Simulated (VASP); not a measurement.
# GaP (F-43m) in VASP: a series of runs

Runs on GaP. Level: LDA. Tasks: single point.

Program: VASP 6.6.1. These are calculated values, not measurements. Logs are shortened: lines on timing, memory, paths and dates and some standing lists are left out, and cuts for length are marked.

## 1. The undisturbed crystal

The structure is cubic, space group F-43m (No. 216). Conventional cell: a = 5.451 Å, b = 5.451 Å, c = 5.451 Å, α = 90.00°, β = 90.00°, γ = 90.00°. Around Ga (site symmetry -43m) lie 4 P at 2.36 Å. Around P (site symmetry -43m) lie 4 Ga at 2.36 Å.

## 2. Single point, LDA (grid = ENCUT=400 dk=1.6 cell=3x3x2 ISMEAR=0 SIGMA=0.05 LREAL=Auto EDIFF=1e-06)

Input file INCAR:

```
ALGO = Fast
EDIFF = 1E-6
ENCUT = 400
GGA = CA
ISIF = 2
ISMEAR = 0
KPAR = 1
LASPH = True
LCHARG = False
LREAL = Auto
LWAVE = False
NBANDS = 174
NCORE = 2
NELM = 120
PREC = Accurate
SIGMA = 0.05
```

Input file KPOINTS:

```
k-points
0
Gamma
  1 1 1
```

Input file POSCAR:

```
GaP
1.0
    0.0000000000      8.1757500000      8.1757500000
    8.1757500000      0.0000000000      8.1757500000
    5.4505000000      5.4505000000      0.0000000000
P Ga
18 18
Direct
    0.0000000000      0.0000000000      0.0000000000
    0.2500000000      0.2500000000      0.3750000000
    0.2500000000      0.2500000000      0.8750000000
    0.2500000000      0.5833333333      0.3750000000
    0.2500000000      0.5833333333      0.8750000000
    0.2500000000      0.9166666667      0.3750000000
    0.2500000000      0.9166666667      0.8750000000
    0.5833333333      0.2500000000      0.3750000000
    0.5833333333      0.2500000000      0.8750000000
    0.5833333333      0.5833333333      0.3750000000
    0.5833333333      0.5833333333      0.8750000000
    0.5833333333      0.9166666667      0.3750000000
    0.5833333333      0.9166666667      0.8750000000
    0.9166666667      0.2500000000      0.3750000000
    0.9166666667      0.2500000000      0.8750000000
    0.9166666667      0.5833333333      0.3750000000
    0.9166666667      0.5833333333      0.8750000000
    0.9166666667      0.9166666667      0.8750000000
    0.0000000000      0.0000000000      0.5000000000
    0.0000000000      0.3333333333      0.0000000000
    0.0000000000      0.3333333333      0.5000000000
    0.0000000000      0.6666666667      0.0000000000
    0.0000000000      0.6666666667      0.5000000000
    0.3333333333      0.0000000000      0.0000000000
    0.3333333333      0.0000000000      0.5000000000
    0.3333333333      0.3333333333      0.0000000000
    0.3333333333      0.3333333333      0.5000000000
    0.3333333333      0.6666666667      0.0000000000
    0.3333333333      0.6666666667      0.5000000000
    0.6666666667      0.0000000000      0.0000000000
    0.6666666667      0.0000000000      0.5000000000
    0.6666666667      0.3333333333      0.0000000000
    0.6666666667      0.3333333333      0.5000000000
    0.6666666667      0.6666666667      0.0000000000
    0.6666666667      0.6666666667      0.5000000000
    0.9166666667      0.9166666667      0.3750000000
```

Potentials or basis: VASP PAW LDA potentials, release 64 (P, Ga_d).

Launch:

```
> cat potpaw_LDA.64/P/POTCAR potpaw_LDA.64/Ga_d/POTCAR > POTCAR
> mpirun -np 4 vasp_std > vasp.out
```

OUTCAR:

```text
EDIFF = 1E-6
   ENCUT = 400
   GGA = CA
   ISIF = 2
   ISMEAR = 0
   LASPH = True
   LREAL = Auto
   NELM = 120
   PREC = Accurate

 Found      1 irreducible k-points:

 Following reciprocal coordinates:
            Coordinates               Weight
  0.000000  0.000000  0.000000      1.000000
   k-points           NKPTS =      1   k-points in BZ     NKDIM =      1   number of bands    NBANDS=    174
   number of dos      NEDOS =    301   number of ions     NIONS =     36
   total plane-waves  NPLWV = 320000
   dimension x,y,z NGX =    80 NGY =   80 NGZ =   50
   dimension x,y,z NGXF=   160 NGYF=  160 NGZF=  100
   ions per type =              18  18
   NGX,Y,Z   is equivalent  to a cutoff of  11.50, 11.50, 10.78 a.u.
   NGXF,Y,Z  is equivalent  to a cutoff of  23.01, 23.01, 21.57 a.u.
 SYSTEM =  unknown system
   PREC   = accura    normal or accurate (medium, high low for compatibility)
   ISTART =      0    job   : 0-new  1-cont  2-samecut
   ICHARG =      2    charge: 1-file 2-atom 10-const
   ISPIN  =      1    spin polarized calculation?
   LNONCOLLINEAR =      F non collinear calculations
   LSORBIT =      F    spin-orbit coupling
   LASPH  =      T    aspherical Exc in radial PAW
   ENCUT  =  400.0 eV  29.40 Ry    5.42 a.u.  18.86 18.86 12.57*2*pi/ulx,y,z
   NELM   =    120;   NELMIN=  2; NELMDL= -5     # of ELM steps
   EDIFF  = 0.1E-05   stopping-criterion for ELM
   LREAL  =      T    real-space projection
   EDIFFG = 0.1E-04   stopping-criterion for IOM
   NSW    =      0    number of steps for IOM
   IBRION =     -1    ionic relax: 0-MD 1-quasi-New 2-CG
   NFREE  =      0    steps in history (QN), initial steepest desc. (CG)
   ISIF   =      2    stress and relaxation
   ISYM   =      2    0-nonsym 1-usesym 2-fastsym
   POTIM  = 0.5000    time-step for ionic-motion
   TEBEG  =    0.0;   TEEND  =   0.0 temperature during run
   PSTRESS=    0.0 pullay stress
   NELECT =     324.0000    total number of electrons
   NUPDOWN=      -1.0000    fix difference up-down
   EMIN   =  10.00;   EMAX   =-10.00  energy-range for DOS
   EFERMI =   0.00;   METHOD = LEGACY
   ISMEAR =     0;   SIGMA  =   0.05  broadening in eV -4-tet -1-fermi 0-gaus
   EFERMI_NEDOS =   21; number of points for ismear=-14 and -15
   IALGO  =     68    algorithm
   IMIX   =      4    mixing-type and parameters
     AMIX     =   0.40;   BMIX     =  1.00
     AMIX_MAG =   1.60;   BMIX_MAG =  1.00
  volume/ion in A,a.u.               =      20.24       136.59
  Fermi-wavevector in a.u.,A,eV,Ry     =   1.249538  2.361284 21.243377  1.561344
  Thomas-Fermi vector in A             =   2.383574
   LORBIT       =      0    0 simple, 1 ext, 2 COOP (PROOUT), +10 PAW based schemes
   GGA     = CA    functional components
   LHFCALC =     F    Hartree Fock is set to
   AEXX    =    0.0000 exact exchange contribution
   IVDW    =     0    specifies the selected vdW correction
   LEPSILON=     F    determine dielectric tensor
   LRPA    =     F    only Hartree local field effects (RPA)
 non-spin polarized calculation
 RMM-DIIS sequential band-by-band and
 Gauss-broadening in eV      SIGMA  =   0.05
  energy-cutoff  :      400.00
  volume of cell :      728.65
 maximum number of plane-waves:     13261
 NGX is ok and might be reduce to    80
   NGX = 37   NGY = 37   NGZ = 25

 number of electron     324.0000067 magnetization

 Free energy of the ion-electron system (eV)
  ---------------------------------------------------
  ext. energy  EPLUGINS =         0.00000000
  ---------------------------------------------------
  free energy    TOTEN  =      -172.86869461 eV

  energy without entropy =     -172.80775081  energy(sigma->0) =     -172.83822271

 E-fermi :   5.1262     XC(G=0): -10.1435

 val. band max:        5.1038423426   @ k =   0.0000   0.0000   0.0000
 cond. band min:       5.1394186720   @ k =   0.0000   0.0000   0.0000
 fundamental gap:      0.0355763294
 Fermi energy:         5.1261970441

 k-point     1 :       0.0000    0.0000    0.0000
  band No.  band energies     occupation
      1     -10.3822      2.00000
      2     -10.3634      2.00000
      3     -10.3579      2.00000
      4     -10.3509      2.00000
      5     -10.3446      2.00000
      6     -10.3359      2.00000
[... 166 lines left out ...]
    173       6.6073      0.00000
    174       6.7443      0.00000

------------------------ aborting loop because EDIFF is reached ----------------------------------------

  FORCE on cell =-STRESS in cart. coord.  units (eV):
  Direction    XX          YY          ZZ          XY          YZ          ZX
  --------------------------------------------------------------------------------------
  -------------------------------------------------------------------------------------
  Total        5.1464351      5.1464351    -17.7548539     13.2896369      4.3031170      4.3031171
  in kB       11.3160677     11.3160677    -39.0396701     29.2214762      9.4617656      9.4617659
  external PRESSURE =      -5.4691782 kB  Pullay stress =       0.0000000 kB

 VOLUME and BASIS-vectors are now :
 -----------------------------------------------------------------------------
  energy-cutoff  :      400.00
  volume of cell :      728.65
      direct lattice vectors                 reciprocal lattice vectors
     0.000000000  8.175750000  8.175750000    -0.061156469  0.061156469  0.061156469
     8.175750000  0.000000000  8.175750000     0.061156469 -0.061156469  0.061156469
     5.450500000  5.450500000  0.000000000     0.091734703  0.091734703 -0.091734703

 POSITION                                       TOTAL-FORCE (eV/Angst)
 -----------------------------------------------------------------------------------
      0.00000      0.00000      0.00000        -0.278315     -0.278315      0.819654
      4.08788      4.08788      4.08788        -0.034775     -0.034775     -0.281794
      6.81313      6.81313      4.08788        -0.105321     -0.105321     -0.271579
      6.81312      4.08788      6.81312        -0.150961      0.055467     -0.191227
      9.53837      6.81313      6.81312        -0.022352     -0.055376     -0.195842
      9.53838      4.08788      9.53838        -0.116751     -0.047522     -0.156803
[... 28 lines left out ...]
      8.17575      8.17575     10.90100         0.046439      0.046439      0.252743
      9.53838      9.53838     14.98888        -0.181501     -0.181501     -0.000283
 -----------------------------------------------------------------------------------
    total drift:                               -0.001409     -0.001409     -0.001663

  FREE ENERGIE OF THE ION-ELECTRON SYSTEM (eV)
  ---------------------------------------------------
  free  energy   TOTEN  =      -172.8686946141 eV

  energy  without entropy=     -172.8077508124  energy(sigma->0) =     -172.83822271
```

Wall time 90 s (4 MPI ranks of Intel Xeon Platinum 8559C (Emerald Rapids), shared host); peak memory 0.26 GiB.

These settings aren't checked as converged: the numbers below hold their error.

What came out:

```yaml
Free_energy: -172.8687 eV
Pressure: -0.5 GPa
Largest_force: 0.909 eV/Å
Band_gap_on_the_k_mesh: 0.04 eV, direct
```

## 3. Single point, LDA (grid = ENCUT=400 dk=0.6 cell=3x3x2 ISMEAR=0 SIGMA=0.05 LREAL=Auto EDIFF=1e-06)

Changes to INCAR since step 2:

```diff
@@ -6,3 +6,3 @@
 ISMEAR = 0
-KPAR = 1
+KPAR = 2
 LASPH = True
@@ -12,3 +12,3 @@
 NBANDS = 174
-NCORE = 2
+NCORE = 1
 NELM = 120
```

Input file KPOINTS:

```
k-points
0
Gamma
  2 2 2
```

POSCAR is that of step 2.

Potentials or basis: VASP PAW LDA potentials, release 64 (P, Ga_d).

Launch:

```
> cat potpaw_LDA.64/P/POTCAR potpaw_LDA.64/Ga_d/POTCAR > POTCAR
> mpirun -np 4 vasp_std > vasp.out
```

OUTCAR:

```text
EDIFF = 1E-6
   ENCUT = 400
   GGA = CA
   ISIF = 2
   ISMEAR = 0
   LASPH = True
   LREAL = Auto
   NELM = 120
   PREC = Accurate

 Found      6 irreducible k-points:

 Following reciprocal coordinates:
            Coordinates               Weight
  0.000000  0.000000  0.000000      1.000000
  0.500000  0.000000  0.000000      2.000000
  0.500000  0.500000  0.000000      1.000000
  0.000000  0.000000  0.500000      1.000000
  0.500000  0.000000  0.500000      2.000000
  0.500000  0.500000  0.500000      1.000000
   k-points           NKPTS =      6   k-points in BZ     NKDIM =      6   number of bands    NBANDS=    174
   number of dos      NEDOS =    301   number of ions     NIONS =     36
   total plane-waves  NPLWV = 320000
   dimension x,y,z NGX =    80 NGY =   80 NGZ =   50
   dimension x,y,z NGXF=   160 NGYF=  160 NGZF=  100
   ions per type =              18  18
   NGX,Y,Z   is equivalent  to a cutoff of  11.50, 11.50, 10.78 a.u.
   NGXF,Y,Z  is equivalent  to a cutoff of  23.01, 23.01, 21.57 a.u.
 SYSTEM =  unknown system
   PREC   = accura    normal or accurate (medium, high low for compatibility)
   ISTART =      0    job   : 0-new  1-cont  2-samecut
   ICHARG =      2    charge: 1-file 2-atom 10-const
   ISPIN  =      1    spin polarized calculation?
   LNONCOLLINEAR =      F non collinear calculations
   LSORBIT =      F    spin-orbit coupling
   LASPH  =      T    aspherical Exc in radial PAW
   ENCUT  =  400.0 eV  29.40 Ry    5.42 a.u.  18.86 18.86 12.57*2*pi/ulx,y,z
   NELM   =    120;   NELMIN=  2; NELMDL= -5     # of ELM steps
   EDIFF  = 0.1E-05   stopping-criterion for ELM
   LREAL  =      T    real-space projection
   EDIFFG = 0.1E-04   stopping-criterion for IOM
   NSW    =      0    number of steps for IOM
   IBRION =     -1    ionic relax: 0-MD 1-quasi-New 2-CG
   NFREE  =      0    steps in history (QN), initial steepest desc. (CG)
   ISIF   =      2    stress and relaxation
   ISYM   =      2    0-nonsym 1-usesym 2-fastsym
   POTIM  = 0.5000    time-step for ionic-motion
   TEBEG  =    0.0;   TEEND  =   0.0 temperature during run
   PSTRESS=    0.0 pullay stress
   NELECT =     324.0000    total number of electrons
   NUPDOWN=      -1.0000    fix difference up-down
   EMIN   =  10.00;   EMAX   =-10.00  energy-range for DOS
   EFERMI =   0.00;   METHOD = LEGACY
   ISMEAR =     0;   SIGMA  =   0.05  broadening in eV -4-tet -1-fermi 0-gaus
   EFERMI_NEDOS =   21; number of points for ismear=-14 and -15
   IALGO  =     68    algorithm
   IMIX   =      4    mixing-type and parameters
     AMIX     =   0.40;   BMIX     =  1.00
     AMIX_MAG =   1.60;   BMIX_MAG =  1.00
  volume/ion in A,a.u.               =      20.24       136.59
  Fermi-wavevector in a.u.,A,eV,Ry     =   1.249538  2.361284 21.243377  1.561344
  Thomas-Fermi vector in A             =   2.383574
   LORBIT       =      0    0 simple, 1 ext, 2 COOP (PROOUT), +10 PAW based schemes
   GGA     = CA    functional components
   LHFCALC =     F    Hartree Fock is set to
   AEXX    =    0.0000 exact exchange contribution
   IVDW    =     0    specifies the selected vdW correction
   LEPSILON=     F    determine dielectric tensor
   LRPA    =     F    only Hartree local field effects (RPA)
 non-spin polarized calculation
 RMM-DIIS sequential band-by-band and
 Gauss-broadening in eV      SIGMA  =   0.05
  energy-cutoff  :      400.00
  volume of cell :      728.65
 maximum number of plane-waves:     13264
 NGX is ok and might be reduce to    80
   NGX = 37   NGY = 37   NGZ = 25

 number of electron     324.0000067 magnetization

 Free energy of the ion-electron system (eV)
  ---------------------------------------------------
  ext. energy  EPLUGINS =         0.00000000
  ---------------------------------------------------
  free energy    TOTEN  =      -184.40928770 eV

  energy without entropy =     -184.40020974  energy(sigma->0) =     -184.40474872

 E-fermi :   5.1522     XC(G=0): -10.1669

 val. band max:        5.1518061019   @ k =   0.0000   0.0000   0.0000
 cond. band min:       5.1717746722   @ k =   0.0000   0.0000   0.5000
 fundamental gap:      0.0199685704
 Fermi energy:         5.1521514924

 k-point     1 :       0.0000    0.0000    0.0000
  band No.  band energies     occupation
      1     -10.4128      2.00000
      2     -10.3942      2.00000
      3     -10.3922      2.00000
      4     -10.3818      2.00000
      5     -10.3772      2.00000
      6     -10.3734      2.00000
[... 1051 lines left out ...]
    173       7.6235      0.00000
    174       7.7911      0.00000

------------------------ aborting loop because EDIFF is reached ----------------------------------------

  FORCE on cell =-STRESS in cart. coord.  units (eV):
  Direction    XX          YY          ZZ          XY          YZ          ZX
  --------------------------------------------------------------------------------------
  -------------------------------------------------------------------------------------
  Total      -10.2825480    -10.2825480    -13.0254281      1.4159230      0.5531593      0.5531592
  in kB      -22.6094388    -22.6094388    -28.6405295      3.1133553      1.2162958      1.2162958
  external PRESSURE =     -24.6198024 kB  Pullay stress =       0.0000000 kB

 VOLUME and BASIS-vectors are now :
 -----------------------------------------------------------------------------
  energy-cutoff  :      400.00
  volume of cell :      728.65
      direct lattice vectors                 reciprocal lattice vectors
     0.000000000  8.175750000  8.175750000    -0.061156469  0.061156469  0.061156469
     8.175750000  0.000000000  8.175750000     0.061156469 -0.061156469  0.061156469
     5.450500000  5.450500000  0.000000000     0.091734703  0.091734703 -0.091734703

 POSITION                                       TOTAL-FORCE (eV/Angst)
 -----------------------------------------------------------------------------------
      0.00000      0.00000      0.00000        -0.047149     -0.047149      0.075375
      4.08788      4.08788      4.08788         0.052556      0.052556     -0.075104
      6.81313      6.81313      4.08788        -0.071004     -0.071004     -0.029301
      6.81312      4.08788      6.81312        -0.116376      0.140696     -0.169657
      9.53837      6.81313      6.81312         0.013568     -0.048002      0.038890
      9.53838      4.08788      9.53838         0.174050      0.119327      0.039927
[... 28 lines left out ...]
      8.17575      8.17575     10.90100        -0.062175     -0.062175      0.116135
      9.53838      9.53838     14.98888        -0.123205     -0.123205      0.013026
 -----------------------------------------------------------------------------------
    total drift:                               -0.001583     -0.001583     -0.002072

  FREE ENERGIE OF THE ION-ELECTRON SYSTEM (eV)
  ---------------------------------------------------
  free  energy   TOTEN  =      -184.4092877019 eV

  energy  without entropy=     -184.4002097447  energy(sigma->0) =     -184.40474872
```

OSZICAR:

```text
N       E                     dE             d eps       ncg     rms          rms(c)
DAV:   1     0.406349414721E+04    0.40635E+04   -0.11470E+05  2088   0.237E+03
DAV:   2     0.791956506763E+03   -0.32715E+04   -0.32291E+04  2168   0.705E+02
DAV:   3    -0.773909311160E+02   -0.86935E+03   -0.84200E+03  2464   0.236E+02
DAV:   4    -0.184309218849E+03   -0.10692E+03   -0.10567E+03  2544   0.758E+01
[... 21 lines left out ...]
RMM:  26    -0.184409281984E+03   -0.42671E-05   -0.41631E-05   881   0.197E-03    0.408E-03
RMM:  27    -0.184409284170E+03   -0.21864E-05   -0.23951E-05   795   0.167E-03    0.387E-03
RMM:  28    -0.184409285702E+03   -0.15321E-05   -0.19593E-05   930   0.157E-03    0.309E-03
RMM:  29    -0.184409286761E+03   -0.10585E-05   -0.11927E-05   904   0.153E-03    0.285E-03
RMM:  30    -0.184409287702E+03   -0.94097E-06   -0.94815E-06   644   0.119E-03
   1 F= -.18440929E+03 E0= -.18440475E+03  d E =-.907796E-02
```

stdout:

```text
POSCAR found type information on POSCAR P Ga
 POSCAR found :  2 types and      36 ions
 scaLAPACK will be used
 LDA part: xc-table for (Slater(with rela. corr.)+CA(PZ))
 , standard interpolation
 POSCAR, INCAR and KPOINTS ok, starting setup
 FFT: planning ... GRIDC
 FFT: planning ... GRID_SOFT
 FFT: planning ... GRID
 WAVECAR not read
 entering main loop
```

It took 6.9 min on 4 MPI ranks of Intel Xeon Platinum 8559C (Emerald Rapids), shared host; peak memory 0.49 GiB.

The run converged, but some of its settings lie outside the range that counts as converged, so its numbers aren't taken as properties of the crystal.

Results:

| Quantity | Value |
| --- | --- |
| Free energy | -184.4093 eV |
| Pressure | -2.5 GPa |
| Largest force | 0.847 eV/Å |
| Band gap on the k mesh | 0.02 eV, indirect (least direct gap 0.03 eV) |

Caveat: the k mesh is coarse (spacing up to 0.50 Å⁻¹), so the values aren't converged.

## 4. Single point, LDA (grid = ENCUT=340 dk=0.45 cell=3x3x2 ISMEAR=0 SIGMA=0.05 LREAL=Auto EDIFF=1e-06)

Changes to INCAR since step 3:

```diff
@@ -2,3 +2,3 @@
 EDIFF = 1E-6
-ENCUT = 400
+ENCUT = 340
 GGA = CA
```

Input file KPOINTS:

```
k-points
0
Gamma
  2 2 3
```

POSCAR is that of step 3.

Launch:

```
> cat potpaw_LDA.64/P/POTCAR potpaw_LDA.64/Ga_d/POTCAR > POTCAR
> mpirun -np 4 vasp_std > vasp.out
```

Run time: 5.1 min. Hardware: 4 MPI ranks of Intel Xeon Platinum 8559C (Emerald Rapids), shared host; peak memory 0.4 GiB.

These settings aren't checked as converged: the numbers below hold their error.

Results:

```
Free energy            : -184.7589 eV
Pressure               : -2.4 GPa
Largest force          : 0.850 eV/Å
Band gap on the k mesh : none (metal or under the smearing width)
```

Caveat: the cutoff is under 1.25 times the usual one of these potentials, so pressure, stress and relaxed cells hold a basis-set (Pulay) error.

## 5. For comparison

An earlier run on the cell as given: functional PBE; potentials or basis VASP PAW PBE potentials, release 64 (Ga_d, P); cutoff 520 eV; k mesh 8 × 8 × 8; occupations fermi-dirac, width 0.05 eV; no spin polarisation.

* Pressure: 2.5 GPa
* Band gap on the k mesh: 1.64 eV, indirect (least direct gap 1.83 eV)
